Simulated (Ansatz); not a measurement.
# Structures of CsPbBr$_{3}$: which is lowest?

Plane-wave DFT in Ansatz with scalar-relativistic PAW potentials, cutoff 420 eV, Γ-centred meshes chosen by cell and gap, Gaussian smearing with energies taken to zero width. Every cell was relaxed (cell and atoms) in a run of its own, within the symmetry of its start. Functional: PBEsol.

Relaxed structures (starts from databases or built by putting these elements on another compound's sites):
A. Pm-3m, 5 atoms in the computed cell, a = 5.869 Å; sites (symmetry × multiplicity) Cs m-3m × 1, Pb m-3m × 1, Br 4/mm.m × 3; start: database
B. I4/mcm, 10 atoms in the computed cell, a = 8.114 Å, c = 11.908 Å; sites (symmetry × multiplicity) Cs -42m × 4, Pb 4/m.. × 4, Br 422 × 4 + m.2m × 8; start: database

Question: Rank them by energy. Could pressure change the order?

Answer:
| structure | group | E − E(lowest) (meV/atom) | V (Å³/atom) | gap on mesh (eV) |
| --- | --- | --- | --- | --- |
| B | I4/mcm | 0.0 | 39.20 | 1.65 |
| A | Pm-3m | 16.5 | 40.44 | 1.42 |

B is lowest, 17 meV/atom under A. The lowest is also the densest of these, so pressure wouldn't bring one of the others in at first order. Other structures may lie lower than all of these, and vibrations aren't counted.

Spin-orbit coupling is left out, which matters for the bands of heavy elements. For Tl, Pb and Bi spin-orbit coupling shifts energies too.